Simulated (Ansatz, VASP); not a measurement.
# Cross-check of BiN between VASP and Ansatz

Aim: how closely do two programs agree when they are given the same cell, functional and k mesh? The cell is generated by rule, not measured, and may not be a known phase. The cell is taken from a series of runs on this material, whose earlier steps may have relaxed, scaled, displaced or heated it; both programs get it as it stands.

Program: Ansatz 0.2.0. Level of theory: plane waves, with VASP 6.6.1 beside it; PBEsol. Results are calculated unless marked as measured.

The structure was built from a prototype and need not be the compound's stable phase.

## (1) The structure

The structure is orthorhombic, space group Pmmn (No. 59). The conventional cell has a = 3.624 Å, b = 4.410 Å, c = 4.856 Å, α = 90.00°, β = 90.00°, γ = 90.00°. Nearest to Bi lie 4 N at 2.23 to 2.36 Å. Nearest to N lie 4 Bi at 2.23 to 2.36 Å. Farther neighbours and most contacts between anions are not listed.

## (2) VASP: zone-centre phonons, PBEsol

Second derivatives magnify differences that forces hide, and they need a tight electronic threshold.

Lines of VASP's logs that name or quote its potential files are left out, and so is its time.

INCAR reads:

```
SYSTEM = BiN
PREC = Accurate
ENCUT = 600
EDIFF = 1E-08
NELM = 120
ISMEAR = 0
SIGMA = 0.02
LREAL = .FALSE.
ALGO = Normal
GGA = PS
NBANDS = 26
LORBIT = 11
LWAVE = .FALSE.
LCHARG = .FALSE.
ISIF = 2
IBRION = 8
LASPH = .TRUE.
GGA_COMPAT = .FALSE.
EFERMI = MIDGAP
KPAR = 2
```

POSCAR reads:

```
BiN
1.0
    3.6239756741      0.0000000000      0.0000000000
    0.0000000000      4.4101443317      0.0000000000
    0.0000000000      0.0000000000      4.8560418817
Bi N
2 2
Direct
    0.5000000000      0.5000000000      0.2217828252
    0.0000000000      0.0000000000      0.7782171748
    0.5000000000      0.0000000000      0.0470929314
    0.0000000000      0.5000000000      0.9529070686
```

KPOINTS reads:

```
Automatic mesh
0
Gamma
8 8 6
0 0 0
```

PAW data sets: Bi_d and N (PBE family, release 64).

On the command line:

```console
> mpirun -np 2 vasp_std
```

Numbers of over 12 decimals in the logs are rounded to 6 here.

Output:

```text
[banner, memory and clock lines left out]
running    2 mpi-ranks, on    1 nodes
 distrk:  each k-point on    1 cores,    2 groups
 distr:  one band on    1 cores,    1 groups

 POSCAR found type information on POSCAR BiN
 POSCAR found :  2 types and       4 ions
|                                                                             |
|               ----> ADVICE to this user running VASP <----                  |
|                                                                             |
|     You enforced a specific xc type in the INCAR file but a different       |
|     [... a line on the potential file left out ...]
|     I HOPE YOU KNOW WHAT YOU ARE DOING!                                     |
|                                                                             |

 LDA part: xc-table for (Slater+PW92), standard interpolation
 POSCAR, INCAR and KPOINTS ok, starting setup
 FFT: planning ... GRIDC
 FFT: planning ... GRID_SOFT
 FFT: planning ... GRID
 WAVECAR not read
 entering main loop
       N       E                     dE             d eps       ncg     rms          rms(c)
DAV:   1     0.462304621396E+03    0.46230E+03   -0.22738E+04  5200   0.206E+03
DAV:   2     0.320743871580E+02   -0.43023E+03   -0.42089E+03  5388   0.524E+02
DAV:   3    -0.256039387141E+02   -0.57678E+02   -0.56419E+02  6530   0.190E+02
DAV:   4    -0.283298451042E+02   -0.27259E+01   -0.27126E+01  6052   0.426E+01
DAV:   5    -0.284231201911E+02   -0.93275E-01   -0.93213E-01  7308   0.802E+00    0.120E+01
DAV:   6    -0.239380634956E+02    0.44851E+01   -0.34019E+01  7006   0.376E+01    0.526E+00
DAV:   7    -0.236990056326E+02    0.23906E+00   -0.39692E+00  5610   0.111E+01    0.285E+00
DAV:   8    -0.236762141540E+02    0.22791E-01   -0.40289E-01  6316   0.364E+00    0.117E+00
DAV:   9    -0.236588280302E+02    0.17386E-01   -0.63254E-02  5810   0.154E+00    0.253E-01
DAV:  10    -0.236592098668E+02   -0.38184E-03   -0.99231E-03  6402   0.675E-01    0.171E-01
DAV:  11    -0.236589682960E+02    0.24157E-03   -0.14417E-03  7290   0.282E-01    0.275E-02
DAV:  12    -0.236589722237E+02   -0.39277E-05   -0.25497E-04  5758   0.820E-02    0.952E-03
DAV:  13    -0.236589723815E+02   -0.15781E-06   -0.14605E-05  6668   0.378E-02    0.100E-02
DAV:  14    -0.236589716030E+02    0.77850E-06   -0.22147E-06  6356   0.116E-02    0.216E-03
DAV:  15    -0.236589712796E+02    0.32341E-06   -0.26067E-07  6942   0.363E-03    0.876E-04
DAV:  16    -0.236589712581E+02    0.21564E-07   -0.24675E-08  4654   0.115E-03    0.238E-04
DAV:  17    -0.236589712590E+02   -0.97589E-09   -0.14215E-09  2748   0.408E-04
   1 F= -.23658971E+02 E0= -.23658971E+02  d E =-.672450E-11
 Linear response reoptimize wavefunctions to high precision
DAV:   1    -0.236589712582E+02    0.83946E-09   -0.24028E-09  2848   0.462E-04
DAV:   2    -0.236589712583E+02   -0.85493E-10   -0.76762E-10  2716   0.295E-04
 Linear response DOF=           6
 Linear response progress:
  Degree of freedom:   1/  6
       N       E                     dE             d eps       ncg     rms          rms(c)
RMM:   1    -0.320123095505E+00   -0.32012E+00    0.50409E-01  8927   0.930E+00
RMM:   2    -0.327711921380E+00   -0.75888E-02   -0.26461E-02 11451   0.123E+00    0.756E-02
RMM:   3    -0.327722895902E+00   -0.10975E-04   -0.26051E-03 12655   0.342E-01    0.440E-02
RMM:   4    -0.327286141508E+00    0.43675E-03   -0.40018E-05 12493   0.106E-01    0.693E-03
RMM:   5    -0.327316982375E+00   -0.30841E-04   -0.14625E-05 13181   0.364E-02    0.305E-03
RMM:   6    -0.327338827855E+00   -0.21845E-04    0.24871E-05 12741   0.130E-02    0.127E-03
RMM:   7    -0.327355544476E+00   -0.16717E-04    0.52633E-06 12996   0.496E-03    0.326E-04
RMM:   8    -0.327355823011E+00   -0.27853E-06    0.72158E-06 13066   0.217E-03    0.122E-04
RMM:   9    -0.327355421617E+00    0.40139E-06   -0.40785E-07 13257   0.102E-03    0.533E-05
RMM:  10    -0.327355047155E+00    0.37446E-06    0.10501E-06 13661   0.505E-04    0.303E-05
RMM:  11    -0.327354978015E+00    0.69140E-07    0.24373E-07 13564   0.256E-04    0.131E-05
RMM:  12    -0.327354790528E+00    0.18749E-06    0.57419E-07 14062   0.146E-04    0.480E-06
RMM:  13    -0.327354739193E+00    0.51335E-07    0.59430E-08 13762   0.922E-05    0.113E-06
RMM:  14    -0.327354720808E+00    0.18385E-07    0.22621E-07 15143   0.664E-05    0.736E-07
RMM:  15    -0.327354721306E+00   -0.49767E-09    0.42505E-08 15409   0.532E-05    0.297E-07
 first order change of Fermi-energy  -0.61220E-03
 force on displaced ion       1 direction 1 :  -8.919   0.000   0.006
 Linear response progress:
  Degree of freedom:   2/  6
       N       E                     dE             d eps       ncg     rms          rms(c)
RMM:   1    -0.329874985867E+00   -0.32987E+00    0.66797E-01  8795   0.996E+00
RMM:   2    -0.338038368787E+00   -0.81634E-02   -0.28041E-02 11314   0.124E+00    0.718E-02
RMM:   3    -0.338020412836E+00    0.17956E-04   -0.30389E-03 12439   0.354E-01    0.413E-02
RMM:   4    -0.337581807627E+00    0.43861E-03   -0.63875E-05 12542   0.111E-01    0.991E-03
RMM:   5    -0.337610822807E+00   -0.29015E-04   -0.77897E-05 13195   0.382E-02    0.377E-03
RMM:   6    -0.337616079342E+00   -0.52565E-05   -0.13348E-05 12748   0.138E-02    0.137E-03
RMM:   7    -0.337632840228E+00   -0.16761E-04   -0.13783E-05 12993   0.530E-03    0.338E-04
[...]
RMM:  13    -0.337631909908E+00    0.24195E-07    0.15150E-07 14066   0.807E-05    0.143E-06
RMM:  14    -0.337631888590E+00    0.21318E-07    0.14245E-07 15604   0.572E-05    0.398E-07
RMM:  15    -0.337631887683E+00    0.90638E-09    0.88295E-08 14663   0.460E-05    0.216E-07
 first order change of Fermi-energy  -0.26707E-03
 force on displaced ion       1 direction 2 :   0.000  -4.908   0.001
 Linear response progress:
  Degree of freedom:   3/  6
       N       E                     dE             d eps       ncg     rms          rms(c)
RMM:   1    -0.333625995001E+00   -0.33363E+00    0.80067E-01  6870   0.103E+01
RMM:   2    -0.342001665455E+00   -0.83757E-02   -0.27944E-02  8785   0.128E+00    0.126E-01
RMM:   3    -0.341328987383E+00    0.67268E-03   -0.25993E-03  9366   0.395E-01    0.628E-02
RMM:   4    -0.340961685257E+00    0.36730E-03   -0.30580E-04  9743   0.136E-01    0.405E-02
RMM:   5    -0.340562453303E+00    0.39923E-03   -0.17353E-04  8542   0.736E-02    0.107E-02
RMM:   6    -0.340520802636E+00    0.41651E-04   -0.28066E-05 10089   0.302E-02    0.578E-03
RMM:   7    -0.340536207888E+00   -0.15405E-04   -0.12863E-05  9067   0.138E-02    0.168E-03
RMM:   8    -0.340551464585E+00   -0.15257E-04   -0.13521E-06 10124   0.629E-03    0.695E-04
RMM:   9    -0.340554445317E+00   -0.29807E-05   -0.23566E-06  9931   0.242E-03    0.432E-04
RMM:  10    -0.340562483149E+00   -0.80378E-05   -0.55985E-07  9692   0.101E-03    0.637E-05
RMM:  11    -0.340561970745E+00    0.51240E-06   -0.52931E-07 10527   0.445E-04    0.294E-05
RMM:  12    -0.340562460050E+00   -0.48930E-06   -0.68212E-07 10550   0.210E-04    0.728E-06
RMM:  13    -0.340562422215E+00    0.37835E-07   -0.26930E-07 10568   0.113E-04    0.218E-06
RMM:  14    -0.340562417486E+00    0.47296E-08   -0.20057E-07 10684   0.709E-05    0.121E-06
RMM:  15    -0.340562420554E+00   -0.30682E-08   -0.88599E-08 10767   0.518E-05    0.509E-07
 first order change of Fermi-energy   0.46110E+00
 force on displaced ion       1 direction 3 :   0.000   0.000 -14.538
 Linear response progress:
  Degree of freedom:   4/  6
       N       E                     dE             d eps       ncg     rms          rms(c)
RMM:   1    -0.239403020218E+00   -0.23940E+00    0.81939E-02 12786   0.250E+00
RMM:   2    -0.228725709804E+00    0.10677E-01   -0.90003E-03 10527   0.690E-01    0.118E-01
RMM:   3    -0.229862819903E+00   -0.11371E-02   -0.16739E-03 12077   0.248E-01    0.591E-02
RMM:   4    -0.230763293505E+00   -0.90047E-03   -0.33620E-04 11802   0.109E-01    0.161E-02
RMM:   5    -0.230814247863E+00   -0.50954E-04   -0.23810E-05 13035   0.348E-02    0.309E-03
RMM:   6    -0.230798282384E+00    0.15965E-04   -0.41559E-06 12771   0.107E-02    0.176E-03
RMM:   7    -0.230793468465E+00    0.48139E-05    0.10604E-06 12824   0.346E-03    0.106E-03
RMM:   8    -0.230792237960E+00    0.12305E-05   -0.74538E-07 12542   0.178E-03    0.144E-04
RMM:   9    -0.230792403008E+00   -0.16505E-06    0.40178E-07 13589   0.525E-04    0.686E-05
RMM:  10    -0.230792401165E+00    0.18437E-08    0.26252E-07 13207   0.192E-04    0.286E-05
RMM:  11    -0.230792255562E+00    0.14560E-06    0.78977E-08 12867   0.911E-05    0.764E-06
RMM:  12    -0.230792219598E+00    0.35963E-07   -0.41332E-08 13548   0.450E-05    0.159E-06
RMM:  13    -0.230792238454E+00   -0.18856E-07   -0.44659E-08 13070   0.269E-05    0.762E-07
RMM:  14    -0.230792241072E+00   -0.26181E-08   -0.14371E-08 10417   0.196E-05    0.158E-07
 first order change of Fermi-energy   0.13948E-02
 force on displaced ion       3 direction 1 :  -9.550   0.000  -0.010
 Linear response progress:
  Degree of freedom:   5/  6
       N       E                     dE             d eps       ncg     rms          rms(c)
RMM:   1    -0.245258860224E+00   -0.24526E+00    0.80177E-02 12773   0.237E+00
RMM:   2    -0.235398223753E+00    0.98606E-02   -0.88074E-03 10644   0.665E-01    0.123E-01
RMM:   3    -0.236419856561E+00   -0.10216E-02   -0.18436E-03 12181   0.245E-01    0.638E-02
RMM:   4    -0.237269959218E+00   -0.85010E-03   -0.32345E-04 11847   0.982E-02    0.185E-02
RMM:   5    -0.237411083652E+00   -0.14112E-03   -0.25564E-05 12922   0.350E-02    0.357E-03
RMM:   6    -0.237388953046E+00    0.22131E-04   -0.18965E-05 12547   0.104E-02    0.181E-03
RMM:   7    -0.237384754362E+00    0.41987E-05    0.40420E-07 12778   0.356E-03    0.103E-03
RMM:   8    -0.237386228277E+00   -0.14739E-05   -0.18042E-06 12727   0.174E-03    0.209E-04
RMM:   9    -0.237385972617E+00    0.25566E-06    0.65681E-07 13583   0.545E-04    0.693E-05
RMM:  10    -0.237385672181E+00    0.30044E-06    0.47639E-07 13283   0.203E-04    0.107E-05
RMM:  11    -0.237385610797E+00    0.61384E-07    0.23259E-08 13741   0.793E-05    0.531E-06
RMM:  12    -0.237385594136E+00    0.16661E-07   -0.62143E-08 13450   0.415E-05    0.163E-06
RMM:  13    -0.237385593557E+00    0.57977E-09   -0.53645E-08 13046   0.260E-05    0.584E-07
 first order change of Fermi-energy   0.32337E-03
 force on displaced ion       3 direction 2 :   0.000  -7.429   0.020
 Linear response progress:
  Degree of freedom:   6/  6
       N       E                     dE             d eps       ncg     rms          rms(c)
RMM:   1    -0.243295379587E+00   -0.24330E+00    0.81787E-02 10270   0.243E+00
RMM:   2    -0.232999410116E+00    0.10296E-01   -0.80861E-03  8145   0.675E-01    0.117E-01
RMM:   3    -0.233954266078E+00   -0.95486E-03   -0.21295E-03  8950   0.263E-01    0.524E-02
RMM:   4    -0.234414017777E+00   -0.45975E-03   -0.22713E-04  9015   0.978E-02    0.298E-02
RMM:   5    -0.234705379570E+00   -0.29136E-03   -0.84329E-05  9227   0.519E-02    0.107E-02
RMM:   6    -0.234726432544E+00   -0.21053E-04   -0.52024E-06  9330   0.191E-02    0.598E-03
RMM:   7    -0.234734182891E+00   -0.77503E-05    0.35223E-06  9082   0.888E-03    0.119E-03
RMM:   8    -0.234731887803E+00    0.22951E-05   -0.44791E-07  9206   0.392E-03    0.470E-04
RMM:   9    -0.234731111525E+00    0.77628E-06    0.11296E-07  9552   0.149E-03    0.160E-04
RMM:  10    -0.234731200533E+00   -0.89008E-07   -0.16420E-07  9847   0.529E-04    0.325E-05
RMM:  11    -0.234731289139E+00   -0.88606E-07    0.38160E-07 10180   0.192E-04    0.174E-05
RMM:  12    -0.234731267222E+00    0.21917E-07    0.15499E-07  9942   0.867E-05    0.351E-06
RMM:  13    -0.234731263973E+00    0.32489E-08   -0.53653E-08 10172   0.480E-05    0.120E-06
 first order change of Fermi-energy   0.57167E-01
 force on displaced ion       3 direction 3 :   0.000   0.000 -11.084
 Linear response finished
```

[end of part 1 of 2]

[Lines on the potential files, build, host, timing and source positions are cut from VASP's logs without a mark.]

[Logs are printed without paths, hosts, clocks, repeated set-up lines and the standing remarks that a program may print on its own settings, such as how far it seeks lower states.]

[Hosts, paths, dates, database ids (printed as entryN), source tags and the programs' standing remarks are cut or masked in the printed files.]
